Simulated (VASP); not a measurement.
Crystal: RbBr.

```
Rb Br
1.0
     0.00000    3.45595    3.45595
     3.45595    0.00000    3.45595
     3.45595    3.45595    0.00000
Rb Br
1 1
Direct
  0.00000 0.00000 0.00000
  0.50000 0.50000 0.50000
```

The cell is a database's computed one.

```yaml
Program: VASP 6.6.1
Task: relaxation of cell and atoms
Functional: PBE
Potentials_or_basis: VASP PAW PBE potentials, release 64 (Rb_sv, Br)
Cutoff: 600 eV
k_mesh: 6 × 6 × 6
Occupations: gaussian, width 0.02 eV
Spin: no spin polarisation
```

At the start: pressure 0.6 GPa; volume 41.28 Å³/atom.

Problem. How do energy, volume and symmetry change on relaxing?

Solution. Over 3 steps the energy falls by 3.8 meV/atom and the volume is 43.37 Å³/atom (+5.1 %); space group Fm-3m (No. 225, to 0.05 Å).

The path:
| step | energy change (eV) | largest force (eV/Å) | pressure (GPa) | volume (Å³) |
| --- | --- | --- | --- | --- |
| 1 | 0.0000 | 0.0000 | 0.63 | 82.55 |
| 2 | -0.0057 | 0.0000 | 0.30 | 84.51 |
| 3 | -0.0075 | 0.0000 | -0.02 | 86.74 |

Final structure:
```yaml
crystal:
  lattice:
    - [0.00000, 3.51341, 3.51341]
    - [3.51341, 0.00000, 3.51341]
    - [3.51341, 3.51341, 0.00000]
  atoms:
    - { symbol: Rb, position: [0.00000, 0.00000, 0.00000] }
    - { symbol: Br, position: [0.50000, 0.50000, 0.50000] }
```
